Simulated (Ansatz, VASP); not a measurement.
## SnSe in VASP and in Ansatz

File INCAR:

```
PREC     = Accurate       # precision mode
ENCUT    = 520            # plane-wave cutoff, eV
EDIFF    = 1E-6           # SCF threshold, eV
ISMEAR   = 0              # smearing method
SIGMA    = 0.1            # smearing width, eV
LREAL    = F              # projectors in reciprocal space
LASPH    = T              # aspherical terms in the spheres
NELM     = 60             # most SCF steps
ALGO     = Normal         # electronic algorithm
ISIF     = 2              # what is computed and relaxed
LWAVE    = F              # write WAVECAR
LCHARG   = T              # write CHGCAR
GGA      = PE             # functional
LELF     = T              # ELF
LVHAR    = T            
NBANDS   = 17             # bands
```

Contents of KPOINTS:

```
regular mesh
0
Gamma
  12 12 12
```

The input POSCAR:

```
SnSe
1.0
    3.6045102484      0.0000000000      0.0000000000
    0.0000000000      3.6045102484      0.0000000000
    0.0000000000      0.0000000000      3.6045102484
Sn Se
1 1
Direct
    0.5000000000      0.5000000000      0.5000000000
    0.0000000000      0.0000000000      0.0000000000
```

Input for Ansatz:

```yaml
crystal:
  lattice:
    - [3.6045102484, 0.0, 0.0]
    - [0.0, 3.6045102484, 0.0]
    - [0.0, 0.0, 3.6045102484]
  atoms:
    - { symbol: Sn, position: [0.5, 0.5, 0.5] }
    - { symbol: Se, position: [0.0, 0.0, 0.0] }
basis:
  ecutwfc: 420
kpoints:
  mp_grid: { grid: [12, 12, 12] }
hamiltonian:
  xc: pbe
scf:
  occupations: { method: gaussian, width: 0.1 }
output:
  forces: true
  stress: true
  eigenvalues: true
```

Alike in both runs: task single point; functional PBE; k mesh 12 × 12 × 12; occupations gaussian, width 0.1 eV; no spin polarisation.

|  | VASP | Ansatz |
| --- | --- | --- |
| version | VASP 6.6.1 | Ansatz 0.2.0 |
| potentials or method | VASP PAW PBE potentials, release 64 (Sn_d, Se) | scalar-relativistic, plane waves, PAW |
| plane-wave cutoff (eV) | 520 | 420 |
| valence electrons in the cell | 20 | 30 |

Ansatz gave:

| Item | Value |
| --- | --- |
| gap on the k mesh at the Fermi level (eV) | none |
| pressure (GPa) | 3.6 |

Problem. Estimate VASP's values.

Solution. gap on the k mesh at the Fermi level (eV): none; pressure (GPa): 3.5.

A gap of «none» marks a metal or a gap that the smearing closes. The two sets of potentials don't hold the same shells in valence.
